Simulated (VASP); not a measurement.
Crystal: MnO.

```xyz
2
Lattice="2.9695 0.0000 0.0000 -1.4847 2.5717 0.0000 0.0000 0.0000 2.8981" Properties=species:S:1:pos:R:3 pbc="T T T"
Mn    0.0000    0.0000    0.0000
O     1.4847    0.8572    1.4490
```

Measurements of this composition are mostly on another form, of space group No. 225.

Base run:

- Program: VASP 6.6.1
- Functional: PBE
- Potentials or basis: VASP PAW PBE potentials, release 64 (Mn_pv, O)
- Cutoff: 520 eV
- k mesh: 7 × 7 × 7
- Occupations: gaussian, width 0.05 eV
- Spin: collinear spin, ferromagnetic start
- Starting moments: [4.0, 0.0] μB
- Fixed moment: 0 μB
- Hubbard terms: Mn d U = 2 eV

Its results: pressure -24.3 GPa; net moment 0.00 μB per cell; site moments Mn +0.06; O -0.10 μB.

Task: The run is repeated on the same cell with these changes: fixed moment from 0 μB to none; further incar settings from ALGO = Normal; EDIFF = 1e-06 to ALGO = Fast; EDIFF = 1e-06. What comes out?

Result: Pressure 5.0 GPa; net moment 5.00 μB per cell; site moments Mn +4.53; O +0.19 μB.

Caveats: the moment is held away from its start (some runs); the total moment is fixed, so each spin has its own Fermi level (some runs); a cell with one magnetic atom can't hold antiferromagnetic order, which such compounds often take (some runs).
